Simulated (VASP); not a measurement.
Wanted: the native input for a VASP 6.6.1 run.

```
Task                   : single point
Functional             : LDA
Potentials or basis    : VASP PAW LDA potentials, release 64 (Ta_pv, N)
Cutoff                 : 520 eV
k mesh                 : 18 × 18 × 16
Occupations            : gaussian, width 0.15 eV
Spin                   : no spin polarisation
Dipole correction      : no
Further INCAR settings : ALGO = Fast; EDIFF = 1e-06; NBANDS = 15
```

The structure of TaN lies in POSCAR:

```
TaN
1.0
    2.9379988584      0.0000000000      0.0000000000
   -1.4689994292      2.5443816477      0.0000000000
    0.0000000000      0.0000000000      2.8830000000
Ta N
1 1
Direct
    0.3333333333      0.6666666667      0.5000000000
    0.0000000000      0.0000000000      0.0910509886
```

The cell isn't the ideal one: all N atoms moved +0.263 Å, as atom 2 along Cartesian [0 0 1].

One way to write it, as run:

INCAR

```
PREC = Accurate
ENCUT = 520
EDIFF = 1E-6
ISMEAR = 0
SIGMA = 0.15
LREAL = F
LASPH = T
NELM = 100
ALGO = Fast
ISIF = 2
LWAVE = F
LCHARG = F
NBANDS = 15
```

KPOINTS

```
Automatic mesh
0
Gamma
  18 18 16
```

Potentials or basis: VASP PAW LDA potentials, release 64 (Ta_pv, N).

Launch:

```sh
$ cat potpaw_LDA.64/Ta_pv/POTCAR potpaw_LDA.64/N/POTCAR > POTCAR
$ mpirun -np 1 vasp_std > vasp.out
```

Results of the run:

The pressure is 4.7 GPa and the largest force is 3.979 eV/Å. The band gap on the k mesh is none (metal or under the smearing width).

Caveat: forces of over 1 eV/Å show positions far from the minimum, so gaps and moduli don't describe the material at rest.

Run time: 48 s on 1 thread of Intel(R) Xeon(R) 6975P-C (Granite Rapids), on a shared host, peak memory 0.27 GiB.
